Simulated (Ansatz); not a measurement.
## Calculated In-113 nuclear quadrupole resonance for InH3O3

Cell: a computed structure from the Materials Project (it need not be an observed phase).

Space group R-3:H (No. 148); a = 11.2986, c = 6.8418 Å, γ = 120.00°.

```csv
site,Wyckoff,site symmetry,x,y,z
In1,9d,-1,0.8333,0.6667,0.1667
In4,3b,-3.,0.0000,0.0000,0.5000
H5,18f,1,0.3078,0.0665,0.5182
H7,18f,1,0.8050,0.9242,0.2379
O17,18f,1,0.3923,0.1130,0.4392
O19,18f,1,0.8431,0.0059,0.3239
```

One atom of each set is listed; the run and its k-mesh use a cell of 28 atoms with edges of 6.91, 6.91, 6.91 Å.

Level of theory: DFT, r2SCAN, plane waves and PAW, scalar-relativistic, 500 eV cutoff, Γ-centred 5×5×5 k-points, Fermi–Dirac smearing 0.02 eV (Ansatz 0.2.0).

In-113: I = 9/2, Q = 761.0 mb (year-2017 value). Static lattice, zero field.

Task: At which frequencies do the In-113 NQR lines lie?

Result: For I = 9/2 and η = 0 the lines are |C_Q|/24 times 1, 2, 3 and 4; η shifts the lowest up most. At large η the states mix, and weaker lines appear at sums of the main ones; lines under 5 % of the strongest are left out.

| site | atoms | V_zz (10²¹ V/m²) | C_Q (MHz) | η | line frequencies (MHz) |
| --- | --- | --- | --- | --- | --- |
| In1 | 3 | 4.51 | 83.0 | 0.34 | 6.01, 6.42, 10.1, 12.4, 13.7 |
| In4 | 1 | -0.081 | -1.50 | 0.00 | 0.0625, 0.125, 0.187, 0.250 |

Task: And for In-115 (I = 9/2, Q = 772.0 mb) on In1?

Result: C_Q scales with Q to 84.2 MHz, with lines at 6.10, 6.52, 10.3, 12.6, 13.9 MHz.

An axis of threefold or higher order runs through In4, so V_zz lies along it and η is zero.

Without spin–orbit coupling (the program notes it for In) the gradients are little affected as a rule: paired runs on crystals with a gap mostly move them by under 2 % at such atoms.
